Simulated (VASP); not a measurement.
# Mg3Sb2 (P-3m1) in VASP: further runs, part 2 of 2

VASP 6.6.1. Earlier steps stand in the parts before.

## (4) Relaxation of shape and atoms at fixed volume, PBE

Contents of INCAR:

```
PREC = Accurate ; ENCUT = 600
EDIFF = 1E-7 ; ISMEAR = 0
SIGMA = 0.03 ; LREAL = F
LASPH = T ; NELM = 80
ALGO = Normal ; ISIF = 4
LWAVE = F ; LCHARG = F
GGA = PE ; IBRION = 2
NSW = 40 ; EDIFFG = -0.01
```

Contents of KPOINTS:

```
regular mesh
0
Gamma
  9 9 5
```

Contents of POSCAR:

```
Mg3Sb2                                  
1.0
    4.5956346081      0.0000000000      0.0000000000
   -2.2978173041      3.9799363171      0.0000000000
    0.0000000000      0.0000000000      7.2737406169
  Mg              Sb            
     3     2
Direct
     0.3333333332999970    0.6666666667000030    0.6320893614191547
     0.6666666667000030    0.3333333332999970    0.3679106385808453
     0.0000000000000000    0.0000000000000000    0.0000000000000000
     0.3333333332999970    0.6666666667000030    0.2254486671126870
     0.6666666667000030    0.3333333332999970    0.7745513328873130
```

Potentials or basis: VASP PAW PBE potentials, release 64 (Mg, Sb).

Command:

```sh
> cat potpaw_PBE.64/Mg/POTCAR potpaw_PBE.64/Sb/POTCAR > POTCAR
> mpirun -np 1 vasp_std > vasp.out
```

OUTCAR:

```text
PREC = Accurate
   ENCUT = 600
   EDIFF = 1E-7
   ISMEAR = 0
   LREAL = F
   LASPH = T
   NELM = 80
   ISIF = 4
   GGA = PE
   IBRION = 2
   NSW = 40
   EDIFFG = -0.01

 ion  position               nearest neighbor table
   1  0.333  0.667  0.632-   5 2.85   5 2.85   5 2.85   4 2.96   2 3.28   2 3.28   2 3.28
   2  0.667  0.333  0.368-   4 2.85   4 2.85   4 2.85   5 2.96   1 3.28   1 3.28   1 3.28
   3  0.000  0.000  0.000-   4 3.12   5 3.12   5 3.12   4 3.12   5 3.12   4 3.12
   4  0.333  0.667  0.225-   2 2.85   2 2.85   2 2.85   1 2.96   3 3.12   3 3.12   3 3.12
   5  0.667  0.333  0.775-   1 2.85   1 2.85   1 2.85   2 2.96   3 3.12   3 3.12   3 3.12

  LATTYP: Found a hexagonal cell.
 ALAT       =     4.5956346081
 C/A-ratio  =     1.5827499871

  Lattice vectors:

 A1 = (   4.5956346081,   0.0000000000,   0.0000000000)
 A2 = (  -2.2978173041,   3.9799363171,   0.0000000000)
 A3 = (   0.0000000000,   0.0000000000,   7.2737406169)

Analysis of symmetry for initial positions (statically):
=====================================================================
 Subroutine PRICEL returns:
[... 193 lines left out ...]
      5       3.2697      2.00000
      6       3.9613      2.00000
      7       3.9613      2.00000
      8       4.3506      1.99894
      9       5.3608      0.00000
     10       5.5326      0.00000
     11       7.3825      0.00000
     12       7.3825      0.00000
[... 331 lines left out ...]
 k-point    24 :      -0.1111    0.3333    0.2000
  band No.  band energies     occupation
      1      -5.2757      2.00000
      2      -4.5201      2.00000
      3       0.1520      2.00000
      4       1.1172      2.00000
      5       1.3885      2.00000
      6       2.2243      2.00000
      7       3.0741      2.00000
      8       3.6022      2.00000
      9       5.4725      0.00000
     10       6.6453      0.00000
     11       7.1051      0.00000
     12       7.7283      0.00000

 [... further k-points ...]
[... 5 lines left out ...]
  --------------------------------------------------------------------------------------
  -------------------------------------------------------------------------------------
  Total        0.0170251      0.0170251      0.0129814     -0.0000000     -0.0000000      0.0000000
  in kB        0.2050316      0.2050316      0.1563334     -0.0000000     -0.0000000      0.0000000
  external PRESSURE =       0.1887989 kB  Pullay stress =       0.0000000 kB

 VOLUME and BASIS-vectors are now :
 -----------------------------------------------------------------------------
  energy-cutoff  :      600.00
  volume of cell :      133.04
      direct lattice vectors                 reciprocal lattice vectors
     4.595634608  0.000000000  0.000000000     0.217597804  0.125630151  0.000000000
    -2.297817304  3.979936317  0.000000000     0.000000000  0.251260302  0.000000000
     0.000000000  0.000000000  7.273740617     0.000000000  0.000000000  0.137480844

 POSITION                                       TOTAL-FORCE (eV/Angst)
 -----------------------------------------------------------------------------------
     -0.00000      2.65329      4.59765         0.000000     -0.000000     -0.003264
      2.29782      1.32665      2.67609        -0.000000      0.000000      0.003264
      0.00000      0.00000      0.00000        -0.000000      0.000000      0.000000
     -0.00000      2.65329      1.63986         0.000000     -0.000000     -0.001565
      2.29782      1.32665      5.63389        -0.000000      0.000000      0.001565
 -----------------------------------------------------------------------------------
    total drift:                                0.000000      0.000000     -0.000000

  FREE ENERGIE OF THE ION-ELECTRON SYSTEM (eV)
  ---------------------------------------------------
  free  energy   TOTEN  =       -14.6470680181 eV

  energy  without entropy=      -14.6470676009  energy(sigma->0) =      -14.64706781

 reached required accuracy - stopping structural energy minimisation
```

OSZICAR:

```text
N       E                     dE             d eps       ncg     rms          rms(c)
DAV:   1     0.540286181344E+02    0.54029E+02   -0.56225E+03  1200   0.113E+03
DAV:   2    -0.106140904573E+02   -0.64643E+02   -0.59249E+02  1472   0.143E+02
DAV:   3    -0.151457011569E+02   -0.45316E+01   -0.42787E+01  1544   0.397E+01
DAV:   4    -0.152367872345E+02   -0.91086E-01   -0.90294E-01  1432   0.586E+00
DAV:   5    -0.152382735269E+02   -0.14863E-02   -0.14834E-02  1496   0.895E-01    0.435E+00
DAV:   6    -0.147485119613E+02    0.48976E+00   -0.69019E-01  1316   0.383E+00    0.267E+00
DAV:   7    -0.146478863904E+02    0.10063E+00   -0.46207E-01  1428   0.326E+00    0.102E+00
DAV:   8    -0.146470057267E+02    0.88066E-03   -0.21574E-02  1360   0.927E-01    0.472E-02
DAV:   9    -0.146469996275E+02    0.60992E-05   -0.59587E-04  1448   0.185E-01    0.288E-02
DAV:  10    -0.146470562257E+02   -0.56598E-04   -0.10001E-04  1356   0.655E-02    0.929E-03
DAV:  11    -0.146470671257E+02   -0.10900E-04   -0.18581E-05  1332   0.273E-02    0.688E-03
DAV:  12    -0.146470678752E+02   -0.74953E-06   -0.39229E-06  1452   0.113E-02    0.339E-03
DAV:  13    -0.146470680895E+02   -0.21424E-06   -0.43142E-07  1340   0.414E-03    0.508E-04
DAV:  14    -0.146470680181E+02    0.71322E-07   -0.11732E-07  1008   0.198E-03
   1 F= -.14647068E+02 E0= -.14647068E+02  d E =-.146471E+02
```

It took 41 s on 1 thread of Intel Xeon 6975P-C (Granite Rapids), shared host; peak memory 0.35 GiB.

Results:

* Free energy: -14.6471 eV
* Pressure after relaxing: 0.0 GPa
* Largest force after relaxing: 0.003 eV/Å
* Band gap on the k mesh: 0.15 eV, indirect (least direct gap 1.01 eV)

Forces in eV/Å, atoms in the order of the input:
```
Mg   0.000  0.000 -0.003
Mg   0.000  0.000  0.003
Mg   0.000  0.000  0.000
Sb   0.000  0.000 -0.002
Sb   0.000  0.000  0.002
```

Final structure:
```cif
data_structure
_symmetry_space_group_name_H-M 'P 1'
_symmetry_Int_Tables_number 1
_cell_length_a 4.5956
_cell_length_b 4.5956
_cell_length_c 7.2737
_cell_angle_alpha 90.000
_cell_angle_beta 90.000
_cell_angle_gamma 120.000
_cell_volume 133.04
loop_
_atom_site_label
_atom_site_type_symbol
_atom_site_fract_x
_atom_site_fract_y
_atom_site_fract_z
_atom_site_occupancy
Mg1 Mg 0.33333 0.66667 0.63209 1
Mg2 Mg 0.66667 0.33333 0.36791 1
Mg3 Mg 0.00000 0.00000 0.00000 1
Sb1 Sb 0.33333 0.66667 0.22545 1
Sb2 Sb 0.66667 0.33333 0.77455 1
```

Caveat: the relaxation stopped at its first step, so nothing moved; spin-orbit coupling is left out, which moves the levels of the heavy elements; an odd mesh through Γ misses points on the zone boundary, where band edges often lie. A hybrid or GW would open this gap; PBE tends to underestimate it.

## (5) Relaxation of shape and atoms at fixed volume, PBE (a relaxed cell with its volume scaled by 1.02)

INCAR is that of step 4.

KPOINTS is that of step 4.

POSCAR: that of step 4 with these lines changed.

```diff
@@ -2,5 +2,5 @@
 1.0
-    4.5956346081      0.0000000000      0.0000000000
-   -2.2978173041      3.9799363171      0.0000000000
-    0.0000000000      0.0000000000      7.2737406169
+    4.6260701614      0.0000000000      0.0000000000
+   -2.3130350807      4.0062942794      0.0000000000
+    0.0000000000      0.0000000000      7.3219124884
   Mg              Sb
```

Command:

```sh
> cat potpaw_PBE.64/Mg/POTCAR potpaw_PBE.64/Sb/POTCAR > POTCAR
> mpirun -np 1 vasp_std > vasp.out
```

Wall time 1.8 min (1 thread of Intel Xeon 6975P-C (Granite Rapids), shared host); peak memory 0.38 GiB.

Results (log left out):

```
Free energy               : -14.6406 eV
Energy gained by relaxing : 0.1 meV/atom
Ionic steps               : 5
Pressure after relaxing   : -0.8 GPa
Band gap on the k mesh    : 0.14 eV, indirect (least direct gap 0.92 eV)
```

Forces in eV/Å, atoms in the order of the input:
```
Mg   0.000  0.000  0.002
Mg   0.000  0.000 -0.002
Mg   0.000  0.000  0.000
Sb   0.000  0.000  0.000
Sb   0.000  0.000  0.000
```

The path:
```tsv
step	energy change (eV)	largest force (eV/Å)	pressure (GPa)
1	0.0000	0.0426	-0.83
2	-0.0002	0.0314	-0.81
3	-0.0003	0.0122	-0.79
4	-0.0002	0.0263	-0.76
5	-0.0004	0.0020	-0.78
```

Final structure:
```cif
data_structure
_symmetry_space_group_name_H-M 'P 1'
_symmetry_Int_Tables_number 1
_cell_length_a 4.6240
_cell_length_b 4.6240
_cell_length_c 7.3286
_cell_angle_alpha 90.000
_cell_angle_beta 90.000
_cell_angle_gamma 120.000
_cell_volume 135.70
loop_
_atom_site_label
_atom_site_type_symbol
_atom_site_fract_x
_atom_site_fract_y
_atom_site_fract_z
_atom_site_occupancy
Mg1 Mg 0.33333 0.66667 0.63207 1
Mg2 Mg 0.66667 0.33333 0.36793 1
Mg3 Mg 0.00000 0.00000 0.00000 1
Sb1 Sb 0.33333 0.66667 0.22652 1
Sb2 Sb 0.66667 0.33333 0.77348 1
```

Levels at points of the mesh, in eV from the valence-band top:
```csv
k point,band 4,band 5,band 6,band 7,band 8,band 9,band 10,band 11,band 12
"(0.00, 0.00, 0.00)",-1.04,-1.04,-0.37,-0.37,0.00,0.92,1.17,3.04,3.04
```

Caveat: spin-orbit coupling is left out, which moves the levels of the heavy elements; an odd mesh through Γ misses points on the zone boundary, where band edges often lie.

## (6) Relaxation of shape and atoms at fixed volume, PBE (a relaxed cell with its volume scaled by 1.04)

INCAR is that of step 5.

KPOINTS is that of step 5.

POSCAR: that of step 5 with these lines changed.

```diff
@@ -2,5 +2,5 @@
 1.0
-    4.6260701614      0.0000000000      0.0000000000
-   -2.3130350807      4.0062942794      0.0000000000
-    0.0000000000      0.0000000000      7.3219124884
+    4.6561104197      0.0000000000      0.0000000000
+   -2.3280552099      4.0323099063      0.0000000000
+    0.0000000000      0.0000000000      7.3694587070
   Mg              Sb
```

Potentials or basis: VASP PAW PBE potentials, release 64 (Mg, Sb).

Command:

```sh
> cat potpaw_PBE.64/Mg/POTCAR potpaw_PBE.64/Sb/POTCAR > POTCAR
> mpirun -np 1 vasp_std > vasp.out
```

Wall time 83 s (1 thread of Intel Xeon 6975P-C (Granite Rapids), shared host); peak memory 0.38 GiB.

The run converged. Its results:

```
Free energy                  : -14.6216 eV
Energy gained by relaxing    : 0.3 meV/atom
Ionic steps                  : 3
Pressure after relaxing      : -1.5 GPa
Largest force after relaxing : 0.005 eV/Å
Band gap on the k mesh       : 0.12 eV, indirect (least direct gap 0.84 eV)
```

Forces on the atoms (eV/Å):
```
Mg   0.000  0.000  0.005
Mg   0.000  0.000 -0.005
Mg   0.000  0.000  0.000
Sb   0.000  0.000  0.001
Sb   0.000  0.000 -0.001
```

The path:
| step | energy change (eV) | largest force (eV/Å) | pressure (GPa) |
| --- | --- | --- | --- |
| 1 | 0.0000 | 0.0843 | -1.59 |
| 2 | -0.0006 | 0.0634 | -1.57 |
| 3 | -0.0014 | 0.0050 | -1.50 |

Final structure:
```
CELL_PARAMETERS angstrom
4.65155 0.00000 0.00000
-2.32578 4.02836 0.00000
0.00000 0.00000 7.38392
ATOMIC_POSITIONS crystal
Mg 0.33333 0.66667 0.63216
Mg 0.66667 0.33333 0.36784
Mg 0.00000 0.00000 0.00000
Sb 0.33333 0.66667 0.22765
Sb 0.66667 0.33333 0.77235
```

Levels at points of the mesh, in eV from the valence-band top:
| k point | band 4 | band 5 | band 6 | band 7 | band 8 | band 9 | band 10 | band 11 | band 12 |
| --- | --- | --- | --- | --- | --- | --- | --- | --- | --- |
| (0.00, 0.00, 0.00) | -1.00 | -1.00 | -0.34 | -0.34 | 0.00 | 0.84 | 1.15 | 3.05 | 3.05 |

Caveat: spin-orbit coupling is left out, which moves the levels of the heavy elements; an odd mesh through Γ misses points on the zone boundary, where band edges often lie.

## (7) The runs side by side

```tsv
cell	gap on the mesh (eV)	pressure (GPa)	largest force (eV/Å)
atoms relaxed at fixed volume from: a relaxed cell with its volume scaled by 0.96	0.17	1.9	0.01
atoms relaxed at fixed volume from: a relaxed cell with its volume scaled by 0.98	0.16	0.9	-
atoms relaxed at fixed volume	0.15	0.0	-
atoms relaxed at fixed volume from: a relaxed cell with its volume scaled by 1.02	0.14	-0.8	-
atoms relaxed at fixed volume from: a relaxed cell with its volume scaled by 1.04	0.12	-1.5	0.01
```

Alike in all rows: task relaxation of shape and atoms at fixed volume; level PBE; potentials or basis VASP PAW PBE potentials, release 64 (Mg, Sb); no spin polarisation; k mesh 9 × 9 × 5; cutoff (eV) 600; smearing gaussian 0.03 eV.

Caveats: spin-orbit coupling is left out, which moves the levels of the heavy elements; an odd mesh through Γ misses points on the zone boundary, where band edges often lie; the relaxation stopped at its first step, so nothing moved (some runs).

Total energies depend on the potentials used, so only differences within one code and one set of settings carry meaning.
